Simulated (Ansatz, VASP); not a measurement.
# Two plane-wave programs on Sb

```
Sb
1.0
     3.16911   -0.16680   -0.16680
    -0.16680    3.16911   -0.16680
    -0.16680   -0.16680    3.16911
Sb
1
Cartesian
  0.0000 0.0000 0.0000
```

Alike in both runs: task single point; functional PBEsol; k mesh 16 × 16 × 16; occupations gaussian, width 0.15 eV; no spin polarisation.

|  | VASP | Ansatz |
| --- | --- | --- |
| version | VASP 6.6.1 | Ansatz 0.2.0 |
| potentials or method | VASP PAW PBE potentials, release 64 (Sb) | scalar-relativistic, plane waves, PAW |
| plane-wave cutoff (eV) | 520 | 420 |
| valence electrons in the cell | 5 | 15 |

|  | VASP | Ansatz | Ansatz less VASP |
| --- | --- | --- | --- |
| gap on the k mesh at the Fermi level (eV) | none | none | - |
| pressure (GPa) | -5.3 | -5.3 | -0.02 |
| largest component of the traceless stress (GPa) | 1.15 | 1.15 | +0.009 |

A gap of «none» marks a metal or a gap that the smearing closes. The two sets of potentials don't hold the same shells in valence.

Caveats: the PAW data sets were made with another functional, which shifts forces and pressure a little (VASP). The runs have no spin-orbit coupling, so splittings on Sb are missing.
